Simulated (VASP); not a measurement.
**NaI in VASP: one cell, several levels of theory**

NaI built on the zincblende prototype, under +2.5 % equal strain in all directions is computed at one geometry. Runs: PBE, r2SCAN. The results are then set beside those of Ansatz 0.2.0 for the same cell. This is a trial cell built on a prototype, not taken from a measured structure, and it needn't be the compound's ground state.

Program: VASP 6.6.1. PAW datasets, plane waves. No spin polarisation and no zero-point or thermal motion; the cell was built from a prototype and may be hypothetical.

**1. The structure to begin with**

The cell comes from an earlier relaxation with r2SCAN in another program.

Space group F-43m (No. 216), cubic; a = 7.264 Å in the conventional setting, 47.90 Å³ an atom. Near Na stand 4 I at 3.15 Å; near I stand 4 Na at 3.15 Å.

The structure in full:

```xyz
2
Lattice="0.0000 3.6318 3.6318 3.6318 0.0000 3.6318 3.6318 3.6318 0.0000" Properties=species:S:1:pos:R:3 pbc="T T T"
Na    0.0000    0.0000    0.0000
I     1.8159    1.8159    1.8159
```

**2. Single point with PBE**

INCAR reads:

```
ENCUT = 520.000000
SIGMA = 0.020000
EDIFF = 1.00e-07
GGA = PE
PREC = Accurate
IBRION = -1
ISIF = 2
ISMEAR = -1
NBANDS = 14
NELM = 120
NSW = 0
LASPH = .TRUE.
LCHARG = .FALSE.
LWAVE = .FALSE.
LREAL = .FALSE.
```

KPOINTS reads:

```
KPOINTS created by Atomic Simulation Environment
0
Gamma
6 6 6
0 0 0
```

KPOINTS_OPT reads:

```
special points
6
Reciprocal
0.0000000000 0.0000000000 0.0000000000 1
-0.5000000000 -0.5000000000 0.0000000000 1
-0.3750000000 -0.3750000000 0.2500000000 1
-0.3750000000 0.0000000000 0.3750000000 1
0.0000000000 0.0000000000 0.5000000000 1
-0.5000000000 -0.2500000000 0.2500000000 1
```

POSCAR reads:

```
Na I
 1.0000000000000000
     0.0000000000000000    3.6317714246000001    3.6317714246000001
     3.6317714246000001    0.0000000000000000    3.6317714246000001
     3.6317714246000001    3.6317714246000001    0.0000000000000000
 Na  I
   1   1
Cartesian
  0.0000000000000000  0.0000000000000000  0.0000000000000000
  1.8158857123000001  1.8158857123000001  1.8158857123000001
```

Potentials: the recommended PBE PAW datasets, 14 valence electrons in the neutral cell.

Run with:

```console
$ mpirun -np 1 vasp_std
```

Printed to the terminal (iteration lines stand in OSZICAR):

```text
POSCAR found type information on POSCAR NaI
 POSCAR found :  2 types and       2 ions
 LDA part: xc-table for (Slater+PW92), standard interpolation
 POSCAR, INCAR and KPOINTS ok, starting setup
 FFT: planning ... GRIDC
 FFT: planning ... GRID_SOFT
 FFT: planning ... GRID
 WAVECAR not read
 entering main loop
 Start KPOINTS_OPT (optional k-point list driver)
k-point batch [1-6\6]
```

OSZICAR:

```text
N       E                     dE             d eps       ncg     rms          rms(c)
DAV:   1     0.774749621686E+02    0.77475E+02   -0.63001E+03   448   0.834E+02
DAV:   2     0.179513526800E+01   -0.75680E+02   -0.71324E+02   478   0.193E+02
DAV:   3    -0.520614375092E+01   -0.70013E+01   -0.69549E+01   556   0.606E+01
DAV:   4    -0.539670264384E+01   -0.19056E+00   -0.19050E+00   580   0.103E+01
DAV:   5    -0.540110640684E+01   -0.44038E-02   -0.44037E-02   594   0.156E+00    0.164E+00
DAV:   6    -0.528853583407E+01    0.11257E+00   -0.14738E-01   508   0.179E+00    0.111E+00
DAV:   7    -0.527835460219E+01    0.10181E-01   -0.11344E-01   556   0.142E+00    0.704E-01
DAV:   8    -0.528883309756E+01   -0.10478E-01   -0.11312E-02   484   0.695E-01    0.218E-01
DAV:   9    -0.528865655612E+01    0.17654E-03   -0.24649E-04   562   0.133E-01    0.800E-02
DAV:  10    -0.528909336111E+01   -0.43680E-03   -0.53324E-04   508   0.139E-01    0.242E-02
DAV:  11    -0.528911325897E+01   -0.19898E-04   -0.52347E-05   568   0.570E-02    0.667E-03
DAV:  12    -0.528911625135E+01   -0.29924E-05   -0.50453E-06   532   0.124E-02    0.376E-03
DAV:  13    -0.528911684450E+01   -0.59315E-06   -0.71676E-07   556   0.483E-03    0.573E-04
DAV:  14    -0.528911681868E+01    0.25823E-07   -0.30453E-08   578   0.153E-03
   1 F= -.52891168E+01 E0= -.52891168E+01  d E =-.195103E-10
       N       E                     dE             ncg
DAV:   1    -0.183695192381E+03   -0.27692E+04      168
DAV:   2    -0.636029835540E+03   -0.45233E+03      180
DAV:   3    -0.675957901206E+03   -0.39928E+02      198
DAV:   4    -0.677034201365E+03   -0.10763E+01      230
DAV:   5    -0.677051041619E+03   -0.16840E-01      230
DAV:   6    -0.677051574566E+03   -0.53295E-03      232
DAV:   7    -0.677051577225E+03   -0.26592E-05      230
DAV:   8    -0.677051577260E+03   -0.34864E-07      182
```

The lines after F= are the extra pass for the points of KPOINTS_OPT, at fixed density; their E is not a total energy.

OUTCAR, selected sections:

```text
k-points           NKPTS =     16   k-points in BZ     NKDIM =     16   number of bands    NBANDS=     14

   NELECT =      14.0000    total number of electrons

   dimension x,y,z NGX =    40 NGY =   40 NGZ =   40
   dimension x,y,z NGXF=    80 NGYF=   80 NGZF=   80

  energy-cutoff  :      520.00
  volume of cell :       95.80
      direct lattice vectors                 reciprocal lattice vectors
     0.000000000  3.631771425  3.631771425    -0.137673863  0.137673863  0.137673863
     3.631771425  0.000000000  3.631771425     0.137673863 -0.137673863  0.137673863
     3.631771425  3.631771425  0.000000000     0.137673863  0.137673863 -0.137673863

 k-points in reciprocal lattice and weights: KPOINTS created by Atomic Simulation Env
   0.00000000  0.00000000  0.00000000       0.005
   0.16666667  0.00000000  0.00000000       0.037
   0.33333333  0.00000000  0.00000000       0.037
   0.50000000  0.00000000  0.00000000       0.019
   0.16666667  0.16666667  0.00000000       0.028
   0.33333333  0.16666667  0.00000000       0.111
   0.50000000  0.16666667  0.00000000       0.111
  -0.33333333  0.16666667  0.00000000       0.111
[... 8 more k-points ...]

 E-fermi :  -1.0177

 k-point     1 :       0.0000    0.0000    0.0000
  band No.  band energies     occupation
      1     -23.6791      2.00000
      2     -23.6791      2.00000
      3     -23.6791      2.00000
      4     -11.7876      2.00000
      5      -1.4442      2.00000
      6      -1.4442      2.00000
      7      -1.4442      2.00000
      8       2.2562      0.00000
      9       6.3279      0.00000
     10       6.3279      0.00000
     11       6.3279      0.00000
     12       8.0804      0.00000
     13       8.0804      0.00000
     14       9.2043      0.00000

 k-point     2 :       0.1667    0.0000    0.0000
  band No.  band energies     occupation
      1     -23.6795      2.00000
      2     -23.6791      2.00000
      3     -23.6791      2.00000
      4     -11.7629      2.00000
      5      -1.7815      2.00000
      6      -1.4748      2.00000
      7      -1.4748      2.00000
      8       2.7918      0.00000
      9       5.9560      0.00000
     10       6.4689      0.00000
     11       6.4689      0.00000
     12       7.7044      0.00000
     13       7.7044      0.00000
     14       9.1083      0.00000

 k-point     3 :       0.3333    0.0000    0.0000
  band No.  band energies     occupation
      1     -23.6803      2.00000
      2     -23.6792      2.00000
      3     -23.6792      2.00000
      4     -11.7124      2.00000
      5      -2.3040      2.00000
      6      -1.5337      2.00000
      7      -1.5337      2.00000
      8       3.6097      0.00000
      9       5.7877      0.00000
     10       6.3074      0.00000
     11       6.3074      0.00000
     12       8.2595      0.00000
     13       8.2595      0.00000
     14       8.5584      0.00000

 k-point     4 :       0.5000    0.0000    0.0000
  band No.  band energies     occupation
      1     -23.6807      2.00000
      2     -23.6793      2.00000
      3     -23.6793      2.00000
      4     -11.6867      2.00000
      5      -2.5217      2.00000
      6      -1.5622      2.00000
      7      -1.5622      2.00000
      8       3.8324      0.00000
      9       6.0082      0.00000
     10       6.1377      0.00000
     11       6.1377      0.00000
     12       8.8007      0.00000
     13       9.5344      0.00000
     14       9.5344      0.00000

 k-point     5 :       0.1667    0.1667    0.0000
  band No.  band energies     occupation
      1     -23.6795      2.00000
      2     -23.6792      2.00000
      3     -23.6792      2.00000
      4     -11.7547      2.00000
      5      -1.7830      2.00000
      6      -1.5375      2.00000
      7      -1.5375      2.00000
      8       2.9724      0.00000
      9       5.6977      0.00000
     10       6.6840      0.00000
     11       6.6840      0.00000
     12       6.7729      0.00000
     13       8.3531      0.00000
     14      10.3152      0.00000

[... the tables of k-points 6 to 16 left out ...]

  Total       -0.2339278     -0.2339278     -0.2339278     -0.0000000      0.0000000     -0.0000000
  in kB       -3.9120731     -3.9120731     -3.9120731     -0.0000000      0.0000000     -0.0000000
  external PRESSURE =      -3.9120731 kB  Pullay stress =       0.0000000 kB

 POSITION                                       TOTAL-FORCE (eV/Angst)
 -----------------------------------------------------------------------------------
      0.00000      0.00000      0.00000         0.000000      0.000000      0.000000
      1.81589      1.81589      1.81589        -0.000000     -0.000000     -0.000000
 -----------------------------------------------------------------------------------
    total drift:                                0.000001      0.000001      0.000001

  FREE ENERGIE OF THE ION-ELECTRON SYSTEM (eV)
  ---------------------------------------------------
  free  energy   TOTEN  =        -5.2891168187 eV

  energy  without entropy=       -5.2891168187  energy(sigma->0) =       -5.28911682
```

Hardware: 1 MPI rank of Intel Xeon Platinum 8488C, shared host.

The levels at the points of KPOINTS_OPT are read from vasprun.xml.

Near the gap, in eV above the top of the last filled band v; c is the band after it:

| point | v−1 | v | c | c+1 |
| --- | --- | --- | --- | --- |
| Γ | 0.00 | 0.00 | 3.70 | 7.77 |
| X | -0.35 | -0.35 | 5.21 | 6.11 |
| U | -0.61 | -0.27 | 5.73 | 6.58 |
| K | -0.61 | -0.27 | 5.73 | 6.58 |
| L | -0.12 | -0.12 | 5.28 | 7.45 |
| W | -0.63 | -0.39 | 6.04 | 6.95 |

Gap with PBE: 3.70 eV, direct (Γ). The pressure is -0.39 GPa; the forces vanish within 0.01 eV/Å.

**3. Single point with r2SCAN**

INCAR reads:

```
ENCUT = 520.000000
SIGMA = 0.010000
EDIFF = 1.00e-07
ALGO = Normal
METAGGA = R2SCAN
PREC = Accurate
IBRION = -1
ISIF = 2
ISMEAR = 0
NBANDS = 14
NELM = 120
NSW = 0
LASPH = .TRUE.
LCHARG = .TRUE.
LELF = .TRUE.
LWAVE = .FALSE.
LREAL = .FALSE.
```

KPOINTS is that of step 2.

KPOINTS_OPT is that of step 2.

POSCAR is that of step 2.

Run with:

```console
$ mpirun -np 1 vasp_std
```

Printed to the terminal (iteration lines stand in OSZICAR):

```text
POSCAR found type information on POSCAR NaI
 POSCAR found :  2 types and       2 ions
 -----------------------------------------------------------------------------
|                                                                             |
|                                                                             |
|     You enforced a specific xc type in the INCAR file but a different       |
|     I HOPE YOU KNOW WHAT YOU ARE DOING!                                     |
|                                                                             |
 -----------------------------------------------------------------------------

 LDA part: xc-table for (None), standard interpolation
 POSCAR, INCAR and KPOINTS ok, starting setup
 FFT: planning ... GRIDC
 FFT: planning ... GRID_SOFT
 FFT: planning ... GRID
 WAVECAR not read
 entering main loop
 Start KPOINTS_OPT (optional k-point list driver)
k-point batch [1-6\6]
```

OSZICAR:

```text
N       E                     dE             d eps       ncg     rms          rms(c)
DAV:   1     0.522398076966E+02    0.52240E+02   -0.64391E+03   448   0.852E+02
DAV:   2    -0.252260541430E+02   -0.77466E+02   -0.72931E+02   484   0.199E+02
DAV:   3    -0.323303850989E+02   -0.71043E+01   -0.70606E+01   562   0.616E+01
DAV:   4    -0.325121667837E+02   -0.18178E+00   -0.18173E+00   536   0.104E+01
DAV:   5    -0.325179403099E+02   -0.57735E-02   -0.57735E-02   632   0.192E+00    0.208E+00
DAV:   6    -0.308947310573E+02    0.16232E+01   -0.31733E-01   448   0.553E+00    0.191E+00
DAV:   7    -0.308895776889E+02    0.51534E-02   -0.19893E-01   544   0.290E+00    0.751E-01
DAV:   8    -0.308935985552E+02   -0.40209E-02   -0.72267E-03   526   0.619E-01    0.532E-01
DAV:   9    -0.308992583917E+02   -0.56598E-02   -0.55027E-03   490   0.595E-01    0.179E-01
DAV:  10    -0.308991924935E+02    0.65898E-04   -0.96792E-05   544   0.736E-02    0.120E-01
DAV:  11    -0.308994269705E+02   -0.23448E-03   -0.28587E-04   508   0.123E-01    0.379E-02
DAV:  12    -0.308994192567E+02    0.77138E-05   -0.28383E-06   568   0.196E-02    0.219E-02
DAV:  13    -0.308994219220E+02   -0.26653E-05   -0.37401E-06   532   0.214E-02    0.130E-02
DAV:  14    -0.308994229603E+02   -0.10382E-05   -0.53990E-07   574   0.741E-03    0.269E-03
DAV:  15    -0.308994215578E+02    0.14024E-05   -0.26648E-08   550   0.161E-03    0.667E-04
DAV:  16    -0.308994211866E+02    0.37126E-06   -0.56590E-09   374   0.710E-04    0.118E-04
DAV:  17    -0.308994211800E+02    0.65390E-08   -0.10786E-09   314   0.250E-04
   1 F= -.30899421E+02 E0= -.30899421E+02  d E =-.493970E-12
       N       E                     dE             ncg
DAV:   1    -0.220476470319E+03   -0.28060E+04      168
DAV:   2    -0.695768575253E+03   -0.47529E+03      180
DAV:   3    -0.736953770883E+03   -0.41185E+02      216
DAV:   4    -0.738055348529E+03   -0.11016E+01      224
DAV:   5    -0.738073620012E+03   -0.18271E-01      248
DAV:   6    -0.738074212879E+03   -0.59287E-03      232
DAV:   7    -0.738074216150E+03   -0.32706E-05      248
DAV:   8    -0.738074216193E+03   -0.43077E-07      158
```

Parts of OUTCAR:

```text
k-points           NKPTS =     16   k-points in BZ     NKDIM =     16   number of bands    NBANDS=     14

   NELECT =      14.0000    total number of electrons

   dimension x,y,z NGX =    40 NGY =   40 NGZ =   40
   dimension x,y,z NGXF=    80 NGYF=   80 NGZF=   80

  energy-cutoff  :      520.00
  volume of cell :       95.80
      direct lattice vectors                 reciprocal lattice vectors
     0.000000000  3.631771425  3.631771425    -0.137673863  0.137673863  0.137673863
     3.631771425  0.000000000  3.631771425     0.137673863 -0.137673863  0.137673863
     3.631771425  3.631771425  0.000000000     0.137673863  0.137673863 -0.137673863

 k-points in reciprocal lattice and weights: KPOINTS created by Atomic Simulation Env
   0.00000000  0.00000000  0.00000000       0.005
   0.16666667  0.00000000  0.00000000       0.037
   0.33333333  0.00000000  0.00000000       0.037
   0.50000000  0.00000000  0.00000000       0.019
   0.16666667  0.16666667  0.00000000       0.028
   0.33333333  0.16666667  0.00000000       0.111
   0.50000000  0.16666667  0.00000000       0.111
  -0.33333333  0.16666667  0.00000000       0.111
[... 8 more k-points ...]

 E-fermi :  -1.7478

 k-point     1 :       0.0000    0.0000    0.0000
  band No.  band energies     occupation
      1     -24.8188      2.00000
      2     -24.8185      2.00000
      3     -24.8185      2.00000
      4     -12.4346      2.00000
      5      -1.7912      2.00000
      6      -1.7912      2.00000
      7      -1.7912      2.00000
      8       2.5110      0.00000
      9       6.6508      0.00000
     10       6.6508      0.00000
     11       6.6510      0.00000
     12       8.3374      0.00000
     13       8.3374      0.00000
     14       9.7574      0.00000

 k-point     2 :       0.1667    0.0000    0.0000
  band No.  band energies     occupation
      1     -24.8190      2.00000
      2     -24.8188      2.00000
      3     -24.8186      2.00000
      4     -12.4082      2.00000
      5      -2.1170      2.00000
      6      -1.8215      2.00000
      7      -1.8215      2.00000
      8       3.0470      0.00000
      9       6.2792      0.00000
     10       6.7882      0.00000
     11       6.7884      0.00000
     12       7.9507      0.00000
     13       7.9507      0.00000
     14       9.3447      0.00000

 k-point     3 :       0.3333    0.0000    0.0000
  band No.  band energies     occupation
      1     -24.8199      2.00000
      2     -24.8190      2.00000
      3     -24.8187      2.00000
      4     -12.3543      2.00000
      5      -2.6385      2.00000
      6      -1.8801      2.00000
      7      -1.8801      2.00000
      8       3.9114      0.00000
      9       6.0255      0.00000
     10       6.5604      0.00000
     11       6.5605      0.00000
     12       8.5815      0.00000
     13       8.5816      0.00000
     14       8.8253      0.00000

 k-point     4 :       0.5000    0.0000    0.0000
  band No.  band energies     occupation
      1     -24.8203      2.00000
      2     -24.8190      2.00000
      3     -24.8188      2.00000
      4     -12.3269      2.00000
      5      -2.8596      2.00000
      6      -1.9084      2.00000
      7      -1.9084      2.00000
      8       4.1755      0.00000
      9       6.1346      0.00000
     10       6.3697      0.00000
     11       6.3698      0.00000
     12       9.2032      0.00000
     13       9.8597      0.00000
     14       9.8597      0.00000

 k-point     5 :       0.1667    0.1667    0.0000
  band No.  band energies     occupation
      1     -24.8192      2.00000
      2     -24.8188      2.00000
      3     -24.8187      2.00000
      4     -12.3994      2.00000
      5      -2.1143      2.00000
      6      -1.8845      2.00000
      7      -1.8845      2.00000
      8       3.2190      0.00000
      9       6.0305      0.00000
     10       6.9587      0.00000
     11       7.0205      0.00000
     12       7.0206      0.00000
     13       8.6226      0.00000
     14      10.6365      0.00000

[... the tables of k-points 6 to 16 left out ...]

  Total       -0.4335534     -0.4335534     -0.4335534     -0.0000000     -0.0000000      0.0000000
  in kB       -7.2504950     -7.2504950     -7.2504950     -0.0000000     -0.0000000      0.0000000
  external PRESSURE =      -7.2504950 kB  Pullay stress =       0.0000000 kB

 POSITION                                       TOTAL-FORCE (eV/Angst)
 -----------------------------------------------------------------------------------
      0.00000      0.00000      0.00000        -0.000000     -0.000000     -0.000000
      1.81589      1.81589      1.81589         0.000000      0.000000      0.000000
 -----------------------------------------------------------------------------------
    total drift:                                0.000005      0.000005      0.000005

  FREE ENERGIE OF THE ION-ELECTRON SYSTEM (eV)
  ---------------------------------------------------
  free  energy   TOTEN  =       -30.8994211800 eV

  energy  without entropy=      -30.8994211800  energy(sigma->0) =      -30.89942118
```

Hardware: 1 MPI rank of Intel Xeon Platinum 8488C, shared host.

The levels at the points of KPOINTS_OPT are read from vasprun.xml.

Near the gap, in eV above the top of the last filled band v; c is the band after it:

| point | v−1 | v | c | c+1 |
| --- | --- | --- | --- | --- |
| Γ | 0.00 | 0.00 | 4.30 | 8.44 |
| X | -0.35 | -0.35 | 5.60 | 6.79 |
| U | -0.61 | -0.27 | 6.16 | 7.26 |
| K | -0.61 | -0.27 | 6.16 | 7.26 |
| L | -0.12 | -0.12 | 5.97 | 7.93 |
| W | -0.64 | -0.39 | 6.41 | 7.81 |

r2SCAN gives a direct gap of 4.30 eV at Γ. The pressure is -0.73 GPa; the forces vanish within 0.01 eV/Å.

Axes a, b and c in the maps are those of this run's conventional cell (a, b, c = 7.264, 7.264, 7.264 Å).

Density in a lattice plane of the grid's cell (edges 7.26 and 7.26 Å, at 0.000 of the third edge), which holds Na.

Ten even steps from ' ' (0.00 e/Å³) to '@' (11.88 e/Å³):
```
++--                                          --
                                                
                                                
                                                
                                                
                                                
                                                
                                                
                      --++--                    
                    ..**@@**..                  
                      --++--                    
                                                
                                                
                                                
                                                
                                                
                                                
                                                
++--                                          --
@@**..                                      ..**
```
Columns run along the first of these edges and rows up along the second, over one cell in 24 and 20 even steps from the bottom left corner. Atoms in the plane (fractional): Na at (0.00, 0.00), Na at (0.50, 0.50).

ELF in the same plane.

Ten even steps from ' ' (0.00) to '@' (0.66):
```
..--++..                                  ..++--
==--..    ::----::..          ..::----::    ..--
      ..==######++--..      ..--++######==..    
    ..==%%@@@@@@##++..      ..++##@@@@@@%%==..  
    ::**%%@@@@@@%%**::      ::**%%@@@@@@%%**::  
    ..++##@@@@@@%%==..      ..==%%@@@@@@##++..  
    ..--++######==..          ..==######++--..  
      ..::----::    ..--==--..    ::----::..    
                  ..++--..--++..                
                  ::++..  ..++::                
                  ..++--..--++..                
      ..::----::    ..--==--..    ::----::..    
    ..--++######==..          ..==######++--..  
    ..++##@@@@@@%%==..      ..==%%@@@@@@##++..  
    ::**%%@@@@@@%%**::      ::**%%@@@@@@%%**::  
    ..==%%@@@@@@##++..      ..++##@@@@@@%%==..  
      ..==######++--..      ..--++######==..    
==--..    ::----::..          ..::----::    ..--
..--++..                                  ..++--
  ..++::                                  ::++..
```
Columns run along the first of these edges and rows up along the second, over one cell in 24 and 20 even steps from the bottom left corner. Atoms in the plane (fractional): Na at (0.00, 0.00), Na at (0.50, 0.50).

Both are smooth fields of the valence electrons: close to the nuclei they are not physical.

Maxima of ELF outside the ion cores: 0.89 in the shell around I, 1.0 Å from I.

**4. Summary**

| level | gap (eV) | pressure (GPa) | Ansatz: gap (eV) | Ansatz: pressure (GPa) |
| --- | --- | --- | --- | --- |
| PBE | 3.70 | -0.39 | 3.70 | -0.40 |
| r2SCAN | 4.30 | -0.73 | 4.30 | -0.72 |

What this shows: The gap spans 3.70 eV (PBE) to 4.30 eV (r2SCAN). Spin-orbit coupling is left out, though the cell holds I (Z = 53); in an element this heavy it can shift bands and gaps by tenths of an eV. The two programs agree on the gap within 0.02 eV, far less than the spread between functionals. The two codes have different PAW datasets and cutoffs. VASP's cell holds 14 valence electrons and Ansatz's 26.
